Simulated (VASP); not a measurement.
KZnF3:

```xyz
5
Lattice="4.1276 0.0000 0.0000 0.0000 4.1276 0.0000 0.0000 0.0000 4.1276" Properties=species:S:1:pos:R:3 pbc="T T T"
K     0.0000    0.0000    0.0000
Zn    2.0638    2.0638    2.0638
F     2.0638    2.0638    0.0000
F     0.0000    2.0638    2.0638
F     2.0638    0.0000    2.0638
```

* Program: VASP 6.6.1
* Task: relaxation of cell and atoms
* Functional: LDA
* Potentials or basis: VASP PAW LDA potentials, release 64 (K_sv, Zn, F)
* Cutoff: 600 eV
* k mesh: 6 × 6 × 6
* Occupations: gaussian, width 0.02 eV
* Spin: no spin polarisation

At the start: pressure -8.2 GPa; volume 14.06 Å³/atom.

Task: Where does the relaxation end?

Result: Over 3 steps the energy falls by 41.8 meV/atom and the volume is 12.59 Å³/atom (-10.5 %); space group Pm-3m (No. 221, to 0.05 Å).

The path:
```tsv
step	energy change (eV)	largest force (eV/Å)	pressure (GPa)	volume (Å³)
1	0.0000	0.0000	-8.18	70.32
2	-0.2086	0.0000	-0.50	63.27
3	-0.2091	0.0000	0.03	62.94
```

Final structure:
```
CELL_PARAMETERS angstrom
3.97787 0.00000 0.00000
0.00000 3.97787 0.00000
0.00000 0.00000 3.97787
ATOMIC_POSITIONS crystal
K 0.00000 0.00000 0.00000
Zn 0.50000 0.50000 0.50000
F 0.50000 0.50000 0.00000
F 0.00000 0.50000 0.50000
F 0.50000 0.00000 0.50000
```
